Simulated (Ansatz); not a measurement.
# Sr: vacancy migration on the Sr sublattice

These are results of DFT PBE, scalar-relativistic, plane waves, PAW in Ansatz, not measurements. Settings: plane waves to 420 eV, k-mesh 4×4×2 (Γ-centred), Gaussian smearing 0.1 eV. No spin polarisation.

The perfect supercell:

```xyz
24
Lattice="-4.7505 9.5009 -4.7505 -9.5009 4.7505 4.7505 4.7505 9.5009 4.7505" Properties=species:S:1:pos:R:3 pbc="T T T"
Sr    0.0000    0.0000    0.0000
Sr   -4.7505    4.7505    0.0000
Sr   -2.3752    7.1257   -2.3752
Sr    0.0000    4.7505    0.0000
Sr   -9.5009    9.5009    0.0000
Sr   -7.1257   11.8761   -2.3752
Sr   -7.1257    7.1257    2.3752
Sr   -4.7505    9.5009    0.0000
Sr   -2.3752   11.8761   -2.3752
Sr   -2.3752    7.1257    2.3752
Sr    0.0000    9.5009    0.0000
Sr    2.3752    7.1257    2.3752
Sr   -9.5009   14.2514    0.0000
Sr   -7.1257   11.8761    2.3752
Sr   -4.7505   14.2514    0.0000
Sr   -4.7505    9.5009    4.7505
Sr   -2.3752   11.8761    2.3752
Sr    0.0000   14.2514    0.0000
Sr    0.0000    9.5009    4.7505
Sr    2.3752   11.8761    2.3752
Sr   -7.1257   16.6266    2.3752
Sr   -4.7505   14.2514    4.7505
Sr   -2.3752   16.6266    2.3752
Sr   -2.3752   11.8761    7.1257
```

Atom 1 (Sr) is removed, leaving a vacancy without charge, and atom 3 jumps 4.11 Å into it. The vacancy and the half-way point are each relaxed at fixed cell, keeping their symmetry. The supercell is small.

**Question.** How high does the half-way point lie?

**Answer.** 0.24 eV above the relaxed vacancy, with the jumping atom 0.00 Å off the straight line, where the cell's symmetry pins it, so a bent path, which could be lower, wasn't tried. This is the barrier if that point is a first-order saddle, which wasn't checked.

Cost: 2 runs of about 29 core-minutes in all, on Arm Neoverse V2 (shared hosts).